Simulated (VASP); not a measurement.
# CdSe (Cadmoselite) (P6_3mc) in VASP: a series of runs

Runs on CdSe (Cadmoselite). Level: PBE. Tasks: single point.

All numbers are computed with VASP 6.6.1; they aren't measurements. Logs are shortened: lines on timing, memory, paths and dates and some standing lists are left out, and cuts for length are marked.

## 1. Starting point

The structure is hexagonal, space group P6_3mc (No. 186). Conventional cell: a = 4.300 Å, b = 4.300 Å, c = 7.020 Å, α = 90.00°, β = 90.00°, γ = 120.00°. Cd (site symmetry 3m) has 4 Se at 2.61 to 2.70 Å as nearest neighbours. Se (site symmetry 3m) has 4 Cd at 2.61 to 2.70 Å as nearest neighbours.

## 2. Single point, PBE, spin-orbit coupling, no magnetisation

File INCAR:

```
  PREC = Accurate
  ENCUT = 750
  EDIFF = 1E-7
  ISMEAR = 0
  SIGMA = 0.02
  LREAL = F
  LASPH = T
  NELM = 100
  ALGO = Normal
  ISIF = 2
  LWAVE = F
  LCHARG = F
  MAGMOM = 0 0 0 0 0 0 0 0 0 0 0 0
  LORBIT = 11
  LSORBIT = T
  GGA_COMPAT = F
  GGA = PE
  NBANDS = 52
```

File KPOINTS:

```
regular mesh
0
Gamma
  8 8 4
```

File POSCAR:

```
CdSe
1.0
    4.3000000000      0.0000000000      0.0000000000
   -2.1500000000      3.7239092363      0.0000000000
    0.0000000000      0.0000000000      7.0200000000
Cd Se
2 2
Direct
    0.6666666667      0.3333333333      0.5000000000
    0.3333333333      0.6666666667      0.0000000000
    0.6666666667      0.3333333333      0.8850000000
    0.3333333333      0.6666666667      0.3850000000
```

Potentials or basis: VASP PAW PBE potentials, release 64 (Cd, Se).

On the command line:

```console
> cat potpaw_PBE.64/Cd/POTCAR potpaw_PBE.64/Se/POTCAR > POTCAR
> mpirun -np 1 vasp_ncl > vasp.out
```

OUTCAR:

```text
PREC = Accurate
   ENCUT = 750
   EDIFF = 1E-7
   ISMEAR = 0
   LREAL = F
   LASPH = T
   NELM = 100
   ISIF = 2
   LORBIT = 11
   LSORBIT = T
   GGA = PE

 Found     40 irreducible k-points:

 Following reciprocal coordinates:
            Coordinates               Weight
  0.000000  0.000000  0.000000      1.000000
  0.125000 -0.000000  0.000000      6.000000
  0.250000 -0.000000  0.000000      6.000000
  0.375000 -0.000000  0.000000      6.000000
  0.500000 -0.000000  0.000000      3.000000
  0.125000  0.125000  0.000000      6.000000
   k-points           NKPTS =     40   k-points in BZ     NKDIM =     40   number of bands    NBANDS=     52
   number of dos      NEDOS =    301   number of ions     NIONS =      4
   total plane-waves  NPLWV = 102400
   dimension x,y,z NGX =    40 NGY =   40 NGZ =   64
   dimension x,y,z NGXF=    80 NGYF=   80 NGZF=  128
   ions per type =               2   2
   NGX,Y,Z   is equivalent  to a cutoff of  15.46, 15.46, 15.16 a.u.
   NGXF,Y,Z  is equivalent  to a cutoff of  30.93, 30.93, 30.31 a.u.
 SYSTEM =  unknown system
   PREC   = accura    normal or accurate (medium, high low for compatibility)
   ISTART =      0    job   : 0-new  1-cont  2-samecut
   ICHARG =      2    charge: 1-file 2-atom 10-const
   ISPIN  =      1    spin polarized calculation?
   LNONCOLLINEAR =      T non collinear calculations
   LSORBIT =      T    spin-orbit coupling
   LASPH  =      T    aspherical Exc in radial PAW
   ENCUT  =  750.0 eV  55.12 Ry    7.42 a.u.   9.60  9.60 15.68*2*pi/ulx,y,z
   NELM   =    100;   NELMIN=  2; NELMDL= -5     # of ELM steps
   EDIFF  = 0.1E-06   stopping-criterion for ELM
   LREAL  =      F    real-space projection
   EDIFFG = 0.1E-05   stopping-criterion for IOM
   NSW    =      0    number of steps for IOM
   IBRION =     -1    ionic relax: 0-MD 1-quasi-New 2-CG
   NFREE  =      0    steps in history (QN), initial steepest desc. (CG)
   ISIF   =      2    stress and relaxation
   ISYM   =      2    0-nonsym 1-usesym 2-fastsym
   POTIM  = 0.5000    time-step for ionic-motion
   TEBEG  =    0.0;   TEEND  =   0.0 temperature during run
   PSTRESS=    0.0 pullay stress
   NELECT =      36.0000    total number of electrons
   NUPDOWN=      -1.0000    fix difference up-down
   EMIN   =  10.00;   EMAX   =-10.00  energy-range for DOS
   EFERMI =   0.00;   METHOD = LEGACY
   ISMEAR =     0;   SIGMA  =   0.02  broadening in eV -4-tet -1-fermi 0-gaus
   EFERMI_NEDOS =   21; number of points for ismear=-14 and -15
   IALGO  =     38    algorithm
   IMIX   =      4    mixing-type and parameters
     AMIX     =   0.40;   BMIX     =  1.00
     AMIX_MAG =   1.60;   BMIX_MAG =  1.00
  volume/ion in A,a.u.               =      28.10       189.64
  Fermi-wavevector in a.u.,A,eV,Ry     =   1.120059  2.116604 17.068937  1.254531
  Thomas-Fermi vector in A             =   2.256702
   LORBIT       =     11    0 simple, 1 ext, 2 COOP (PROOUT), +10 PAW based schemes
   GGA     = PE    functional components
   LHFCALC =     F    Hartree Fock is set to
   AEXX    =    0.0000 exact exchange contribution
   IVDW    =     0    specifies the selected vdW correction
   LEPSILON=     F    determine dielectric tensor
   LRPA    =     F    only Hartree local field effects (RPA)
 Gauss-broadening in eV      SIGMA  =   0.02
  energy-cutoff  :      750.00
  volume of cell :      112.41
 maximum number of plane-waves:     10576
 NGX is ok and might be reduce to    40
   NGX = 19   NGY = 19   NGZ = 31

 number of electron      36.0000000 magnetization       0.0000000      0.0000000      0.0000000

 number of electron      36.0000000 magnetization      -0.0000000     -0.0000000     -0.0000000

 number of electron      36.0000000 magnetization      -0.0000000      0.0000000     -0.0000000

 number of electron      36.0000000 magnetization       0.0000000      0.0000000     -0.0000000

 Free energy of the ion-electron system (eV)
  ---------------------------------------------------
  ext. energy  EPLUGINS =         0.00000000
  ---------------------------------------------------
  free energy    TOTEN  =       -11.00274545 eV

  energy without entropy =      -11.00274545  energy(sigma->0) =      -11.00274545

 E-fermi :   1.1639     XC(G=0):  -8.8824

 val. band max:        1.0518572504   @ k =   0.0000   0.0000   0.0000
 cond. band min:       1.6392335549   @ k =   0.0000   0.0000   0.0000
 fundamental gap:      0.5873763045
 Fermi energy:         1.1638568808

 k-point     1 :       0.0000    0.0000    0.0000
  band No.  band energies     occupation
      1     -11.6585      1.00000
      2     -11.6585      1.00000
      3     -11.2936      1.00000
      4     -11.2936      1.00000
      5      -7.3061      1.00000
      6      -7.3061      1.00000
[... 40 lines left out ...]
     47       7.8073      0.00000
     48       7.8073      0.00000

 k-point     2 :       0.1250   -0.0000    0.0000
  band No.  band energies     occupation
      1     -11.6098      1.00000
      2     -11.6095      1.00000
      3     -11.2707      1.00000
      4     -11.2690      1.00000
      5      -7.2853      1.00000
      6      -7.2843      1.00000
[... 40 lines left out ...]
     47       7.6789      0.00000
     48       7.6814      0.00000

 k-point     3 :       0.2500   -0.0000    0.0000
  band No.  band energies     occupation
      1     -11.4865      1.00000
      2     -11.4861      1.00000
      3     -11.2180      1.00000
      4     -11.2152      1.00000
      5      -7.2650      1.00000
      6      -7.2478      1.00000
[... 40 lines left out ...]
     47       7.9915      0.00000
     48       8.1266      0.00000

 k-point     4 :       0.3750   -0.0000    0.0000
  band No.  band energies     occupation
      1     -11.3498      1.00000
      2     -11.3497      1.00000
      3     -11.1761      1.00000
      4     -11.1735      1.00000
      5      -7.2513      1.00000
      6      -7.2316      1.00000
[... 40 lines left out ...]
     47       8.5343      0.00000
     48       8.5947      0.00000

 k-point     5 :       0.5000   -0.0000    0.0000
  band No.  band energies     occupation
      1     -11.2833      1.00000
      2     -11.2833      1.00000
      3     -11.1669      1.00000
      4     -11.1669      1.00000
      5      -7.2373      1.00000
      6      -7.2373      1.00000
[... 40 lines left out ...]
     47       8.6546      0.00000
     48       8.6546      0.00000

 k-point     6 :       0.1250    0.1250    0.0000
  band No.  band energies     occupation
      1     -11.5236      1.00000
      2     -11.5232      1.00000
      3     -11.2328      1.00000
      4     -11.2302      1.00000
      5      -7.2687      1.00000
      6      -7.2515      1.00000
[... 40 lines left out ...]
     47       7.4765      0.00000
     48       7.5298      0.00000

 [... further k-points ...]

 [bands above 48 left out]

------------------------ aborting loop because EDIFF is reached ----------------------------------------

  FORCE on cell =-STRESS in cart. coord.  units (eV):
  Direction    XX          YY          ZZ          XY          YZ          ZX
  --------------------------------------------------------------------------------------
  -------------------------------------------------------------------------------------
  Total        2.8179058      2.8179058      1.3529216      0.0000000      0.0000000      0.0000000
  in kB       40.1635780     40.1635780     19.2831753      0.0000000      0.0000000      0.0000000
  external PRESSURE =      33.2034438 kB  Pullay stress =       0.0000000 kB

 VOLUME and BASIS-vectors are now :
 -----------------------------------------------------------------------------
  energy-cutoff  :      750.00
  volume of cell :      112.41
      direct lattice vectors                 reciprocal lattice vectors
     4.300000000  0.000000000  0.000000000     0.232558140  0.134267504  0.000000000
    -2.150000000  3.723909236  0.000000000     0.000000000  0.268535009  0.000000000
     0.000000000  0.000000000  7.020000000     0.000000000  0.000000000  0.142450142

 POSITION                                       TOTAL-FORCE (eV/Angst)
 -----------------------------------------------------------------------------------
      2.15000      1.24130      3.51000        -0.000000     -0.000000      0.290670
     -0.00000      2.48261      0.00000         0.000000      0.000000      0.290670
      2.15000      1.24130      6.21270         0.000000     -0.000000     -0.290670
     -0.00000      2.48261      2.70270        -0.000000      0.000000     -0.290670
 -----------------------------------------------------------------------------------
    total drift:                               -0.000000      0.000000     -0.000097

  FREE ENERGIE OF THE ION-ELECTRON SYSTEM (eV)
  ---------------------------------------------------
  free  energy   TOTEN  =       -11.0027454494 eV

  energy  without entropy=      -11.0027454494  energy(sigma->0) =      -11.00274545

 Spin-Orbit-Coupling matrix elements

 Ion:    1  E_soc:     -0.0582974
 l=   1
     0.0000000    -0.0026803    -0.0028607
    -0.0026803     0.0000000    -0.0026803
    -0.0028607    -0.0026803     0.0000000
 l=   2
     0.0000000    -0.0013915     0.0000000    -0.0013915    -0.0056109
    -0.0013915     0.0000000    -0.0041867    -0.0013771    -0.0013915
     0.0000000    -0.0041867     0.0000000    -0.0041867     0.0000000
    -0.0013915    -0.0013771    -0.0041867     0.0000000    -0.0013915
    -0.0056109    -0.0013915     0.0000000    -0.0013915     0.0000000
 l=   3
     0.0000000     0.0000000     0.0000000     0.0000000     0.0000000     0.0000000     0.0000000
     0.0000000     0.0000000     0.0000000     0.0000000     0.0000000     0.0000000     0.0000000
     0.0000000     0.0000000     0.0000000     0.0000000     0.0000000     0.0000000     0.0000000
     0.0000000     0.0000000     0.0000000     0.0000000     0.0000000     0.0000000     0.0000000
     0.0000000     0.0000000     0.0000000     0.0000000     0.0000000     0.0000000     0.0000000
     0.0000000     0.0000000     0.0000000     0.0000000     0.0000000     0.0000000     0.0000000
     0.0000000     0.0000000     0.0000000     0.0000000     0.0000000     0.0000000     0.0000000

 Ion:    2  E_soc:     -0.0582974
 l=   1
     0.0000000    -0.0026803    -0.0028607
    -0.0026803     0.0000000    -0.0026803
    -0.0028607    -0.0026803     0.0000000
 l=   2
     0.0000000    -0.0013915     0.0000000    -0.0013915    -0.0056109
    -0.0013915     0.0000000    -0.0041867    -0.0013771    -0.0013915
     0.0000000    -0.0041867     0.0000000    -0.0041867     0.0000000
    -0.0013915    -0.0013771    -0.0041867     0.0000000    -0.0013915
    -0.0056109    -0.0013915     0.0000000    -0.0013915     0.0000000
 l=   3
     0.0000000     0.0000000     0.0000000     0.0000000     0.0000000     0.0000000     0.0000000
     0.0000000     0.0000000     0.0000000     0.0000000     0.0000000     0.0000000     0.0000000
     0.0000000     0.0000000     0.0000000     0.0000000     0.0000000     0.0000000     0.0000000
     0.0000000     0.0000000     0.0000000     0.0000000     0.0000000     0.0000000     0.0000000
     0.0000000     0.0000000     0.0000000     0.0000000     0.0000000     0.0000000     0.0000000
     0.0000000     0.0000000     0.0000000     0.0000000     0.0000000     0.0000000     0.0000000
     0.0000000     0.0000000     0.0000000     0.0000000     0.0000000     0.0000000     0.0000000

 Ion:    3  E_soc:     -0.0395835
 l=   1
     0.0000000    -0.0065992    -0.0065710
    -0.0065992     0.0000000    -0.0065992
    -0.0065710    -0.0065992     0.0000000
 l=   2
     0.0000000    -0.0000010     0.0000000    -0.0000010    -0.0000080
    -0.0000010     0.0000000    -0.0000052    -0.0000001    -0.0000010
     0.0000000    -0.0000052     0.0000000    -0.0000052     0.0000000
    -0.0000010    -0.0000001    -0.0000052     0.0000000    -0.0000010
    -0.0000080    -0.0000010     0.0000000    -0.0000010     0.0000000
 l=   3
     0.0000000     0.0000000     0.0000000     0.0000000     0.0000000     0.0000000     0.0000000
     0.0000000     0.0000000     0.0000000     0.0000000     0.0000000     0.0000000     0.0000000
     0.0000000     0.0000000     0.0000000     0.0000000     0.0000000     0.0000000     0.0000000
     0.0000000     0.0000000     0.0000000     0.0000000     0.0000000     0.0000000     0.0000000
     0.0000000     0.0000000     0.0000000     0.0000000     0.0000000     0.0000000     0.0000000
     0.0000000     0.0000000     0.0000000     0.0000000     0.0000000     0.0000000     0.0000000
     0.0000000     0.0000000     0.0000000     0.0000000     0.0000000     0.0000000     0.0000000

 Ion:    4  E_soc:     -0.0395835
 l=   1
     0.0000000    -0.0065992    -0.0065710
    -0.0065992     0.0000000    -0.0065992
    -0.0065710    -0.0065992     0.0000000
 l=   2
     0.0000000    -0.0000010     0.0000000    -0.0000010    -0.0000080
    -0.0000010     0.0000000    -0.0000052    -0.0000001    -0.0000010
     0.0000000    -0.0000052     0.0000000    -0.0000052     0.0000000
    -0.0000010    -0.0000001    -0.0000052     0.0000000    -0.0000010
    -0.0000080    -0.0000010     0.0000000    -0.0000010     0.0000000
 l=   3
     0.0000000     0.0000000     0.0000000     0.0000000     0.0000000     0.0000000     0.0000000
     0.0000000     0.0000000     0.0000000     0.0000000     0.0000000     0.0000000     0.0000000
     0.0000000     0.0000000     0.0000000     0.0000000     0.0000000     0.0000000     0.0000000
     0.0000000     0.0000000     0.0000000     0.0000000     0.0000000     0.0000000     0.0000000
     0.0000000     0.0000000     0.0000000     0.0000000     0.0000000     0.0000000     0.0000000
     0.0000000     0.0000000     0.0000000     0.0000000     0.0000000     0.0000000     0.0000000
     0.0000000     0.0000000     0.0000000     0.0000000     0.0000000     0.0000000     0.0000000

 total charge

# of ion       s       p       d       tot
------------------------------------------
    1        0.445   0.316   9.558  10.319
    2        0.445   0.316   9.558  10.319
    3        1.443   2.400   0.023   3.866
    4        1.443   2.400   0.023   3.866
--------------------------------------------------
tot          3.777   5.432  19.160  28.369

 magnetization (x)

# of ion       s       p       d       tot
------------------------------------------
    1        0.000   0.000   0.000   0.000
    2       -0.000   0.000   0.000  -0.000
    3        0.000  -0.000  -0.000  -0.000
    4        0.000   0.000  -0.000   0.000
--------------------------------------------------
tot          0.000   0.000   0.000   0.000

 magnetization (y)

# of ion       s       p       d       tot
------------------------------------------
    1        0.000   0.000  -0.000   0.000
    2        0.000   0.000  -0.000  -0.000
    3        0.000   0.000   0.000   0.000
    4        0.000   0.000   0.000   0.000
--------------------------------------------------
tot          0.000   0.000  -0.000   0.000

 magnetization (z)

# of ion       s       p       d       tot
------------------------------------------
    1        0.000  -0.000  -0.000  -0.000
    2        0.000  -0.000   0.000  -0.000
    3       -0.000  -0.000   0.000  -0.000
    4       -0.000  -0.000   0.000  -0.000
--------------------------------------------------
tot          0.000  -0.000  -0.000  -0.000
```

Run time: 12 min. Hardware: 1 thread of Intel Xeon 6975P-C (Granite Rapids), shared host; peak memory 1 GiB.

These settings aren't checked as converged: the numbers below hold their error.

Results:

```
Free energy                                           : -11.0027 eV
Pressure                                              : 3.3 GPa
Largest force                                         : 0.291 eV/Å
Valence electrons inside the program's atomic spheres : Cd 10.32; Se 3.87
```

## 3. Single point, PBE, spin-orbit coupling, no magnetisation

Changes to INCAR since step 2:

```diff
@@ -1,3 +1,3 @@
   PREC = Accurate
-  ENCUT = 750
+  ENCUT = 250
   EDIFF = 1E-7
```

File KPOINTS:

```
regular mesh
0
Gamma
  4 4 2
```

POSCAR is that of step 2.

Potentials or basis: VASP PAW PBE potentials, release 64 (Cd, Se).

On the command line:

```console
> cat potpaw_PBE.64/Cd/POTCAR potpaw_PBE.64/Se/POTCAR > POTCAR
> mpirun -np 1 vasp_ncl > vasp.out
```

Wall time 33 s (1 thread of Intel Xeon 6975P-C (Granite Rapids), shared host); peak memory 0.23 GiB.

The run converged, but a check on its numbers failed (symmetry, net force, bounds or a known fault of this set-up), so they aren't taken as properties of the crystal.

Caveat: the k mesh is coarse (spacing up to 0.45 Å⁻¹), so the values aren't converged; the cutoff lies under the usual one of these potentials, so the numbers hold a large basis-set error.

## 4. Single point, PBE, spin-orbit coupling, no magnetisation

Changes to INCAR since step 3:

```diff
@@ -1,3 +1,3 @@
   PREC = Accurate
-  ENCUT = 250
+  ENCUT = 300
   EDIFF = 1E-7
```

KPOINTS is that of step 3.

POSCAR is that of step 3.

On the command line:

```console
> cat potpaw_PBE.64/Cd/POTCAR potpaw_PBE.64/Se/POTCAR > POTCAR
> mpirun -np 1 vasp_ncl > vasp.out
```

Wall time 37 s (1 thread of Intel Xeon 6975P-C (Granite Rapids), shared host); peak memory 0.25 GiB.

The run converged, but some of its settings lie outside the range that counts as converged, so its numbers aren't taken as properties of the crystal.

Results:

```
Free energy                                           : -10.9378 eV
Largest force                                         : 0.306 eV/Å
Valence electrons inside the program's atomic spheres : Cd 10.29; Se 3.87
```

Caveat: the k mesh is coarse (spacing up to 0.45 Å⁻¹), so the values aren't converged; the cutoff is under 1.25 times the usual one of these potentials, so pressure, stress and relaxed cells hold a basis-set (Pulay) error.

## 5. Single point, PBE, spin-orbit coupling, no magnetisation

INCAR is that of step 4.

File KPOINTS:

```
regular mesh
0
Gamma
  4 4 3
```

POSCAR is that of step 4.

On the command line:

```console
> cat potpaw_PBE.64/Cd/POTCAR potpaw_PBE.64/Se/POTCAR > POTCAR
> mpirun -np 1 vasp_ncl > vasp.out
```

Wall time 52 s (1 thread of Intel Xeon 6975P-C (Granite Rapids), shared host); peak memory 0.26 GiB.

The run converged, but some of its settings lie outside the range that counts as converged, so its numbers aren't taken as properties of the crystal.

Results:

- Free energy: -10.9402 eV
- Largest force: 0.305 eV/Å
- Valence electrons inside the program's atomic spheres: Cd 10.29; Se 3.87

Caveat: the k mesh is coarse (spacing up to 0.42 Å⁻¹), so the values aren't converged; the cutoff is under 1.25 times the usual one of these potentials, so pressure, stress and relaxed cells hold a basis-set (Pulay) error.
